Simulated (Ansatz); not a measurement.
Crystal: Pd.

```
Pd
1.0
     0.00000    1.94650    1.94650
     1.94650    0.00000    1.94650
     1.94650    1.94650    0.00000
Pd
1
Direct
  0.00000 0.00000 0.00000
```

- Program: Ansatz 0.2.0
- Task: relaxation of cell and atoms
- Functional: PBEsol
- Dispersion: D3(BJ)
- Potentials or basis: Ansatz PAW
- Cutoff: 420 eV (not typed: the program's choice for these potentials)
- k mesh: 12 × 12 × 12
- Occupations: fermi-dirac, width 0.05 eV
- Spin: no spin polarisation

At the start: volume 14.75 Å³/atom.

How do energy, volume and symmetry change on relaxing?

It ends after 6 steps and the volume is 14.05 Å³/atom (-4.7 %); space group Fm-3m (No. 225, to 0.05 Å).

The path:
```csv
step,energy change (eV),largest force (eV/Å),volume (Å³)
1,0.0000,0.0000,14.75
2,-0.0060,0.0000,13.50
3,-0.0224,0.0000,14.11
4,-0.0226,0.0000,14.06
5,-0.0226,0.0000,14.05
6,-0.0224,0.0000,14.05
```

Final structure:
```xyz
1
Lattice="0.0000 1.9153 1.9153 1.9153 0.0000 1.9153 1.9153 1.9153 0.0000" Properties=species:S:1:pos:R:3 pbc="T T T"
Pd    0.0000    0.0000    0.0000
```

Caveat: the plane-wave basis is chosen anew once the cell has moved, so the energies of steps on either side of that aren't comparable; pairwise dispersion overbinds metals, which lowers pressure and volume; the PAW data sets come from PBE, with cores solved anew for the run's functional, which leaves a small shift of forces and pressure.
